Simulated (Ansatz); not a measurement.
# Strain and the gap of SrCl2 (CdI2 type)

SrCl2, CdI2 type, relaxed with r2SCAN+rVV10 in Ansatz. Space group P-3m1 (No. 164), trigonal; conventional cell a = 4.407 Å, c = 5.596 Å, 31.38 Å³ an atom. Around Sr lie 6 Cl at 2.90 Å; around Cl lie 3 Sr at 2.90 Å.

The axes x, y and z are those of this cell:
```
Sr Cl
1.0
     4.40725    0.00000    0.00000
    -2.20362    3.81679    0.00000
     0.00000    0.00000    5.59606
Sr Cl
1 2
Cartesian
  0.0000 0.0000 0.0000
  0.0000 2.5445 1.3917
  2.2036 1.2723 4.2044
```

Unstrained: PBE gives a direct gap of 5.163 eV at Γ. r2SCAN gives a direct gap of 5.789 eV at Γ. The HSE06 gap is direct at Γ: 6.455 eV. Meshes: PBE 6×6×6, r2SCAN 6×6×6, HSE06 6×6×4. Strains are changes of length per length, and xy shears are angles. After each strain the atoms were relaxed again with r2SCAN+rVV10 within the symmetry that the strain leaves, so tilts or polar shifts that break it weren't tested; points keep the names that they have in the unstrained zone. The cell comes from a prototype generator: it can be a known phase or a hypothetical one. Spin polarisation is off.

Changes of the least gap in eV (an overlap counts as a negative gap):
```json
{"strain": "xy shear, engineering strain (angle) +1.13 %", "volume change (%)": "0.0", "space group": "P-1", "PBE": "-0.002", "r2SCAN": "-0.002", "HSE06": "-0.002"}
{"strain": "biaxial +4.34 % in x and y, z held", "volume change (%)": "+8.9", "space group": "P-3m1", "PBE": "-0.307", "r2SCAN": "-0.321", "HSE06": "-0.319"}
{"strain": "uniaxial +3.14 % along z", "volume change (%)": "+3.1", "space group": "P-3m1", "PBE": "+0.046", "r2SCAN": "+0.057", "HSE06": "+0.047"}
```

Xy shear, engineering strain (angle) +1.13 %. HSE06: the gap goes from 6.455 to 6.453 eV (-0.002 eV); with r2SCAN the top three valence levels at Γ, grouped 1+2 from the top over 472 meV, become 1+1+1 over 486 meV. Stress change with PBE, compression positive: xx -0.01, yy -0.01, zz -0.01, xy -0.17, xz +0.04 GPa.

Biaxial +4.34 % in x and y, z held. HSE06: the gap goes from 6.455 to 6.136 eV (-0.319 eV); with r2SCAN the top three valence levels at Γ, grouped 1+2 from the top over 472 meV, become 1+2 over 466 meV. Stress change with PBE, compression positive: xx -2.29, yy -2.29, zz -0.62 GPa.

Uniaxial +3.14 % along z, other directions held. HSE06: the gap goes from 6.455 to 6.502 eV (+0.047 eV); with r2SCAN the top three valence levels at Γ, grouped 1+2 from the top over 472 meV, become 1+2 over 428 meV. Stress change with PBE, compression positive: xx -0.27, yy -0.27, zz -0.43 GPa.

The meshes of the hybrids are coarse, so their gaps aren't converged to the digits shown.

The splittings at Γ are without spin-orbit coupling, which regroups them where it is of like size or larger.
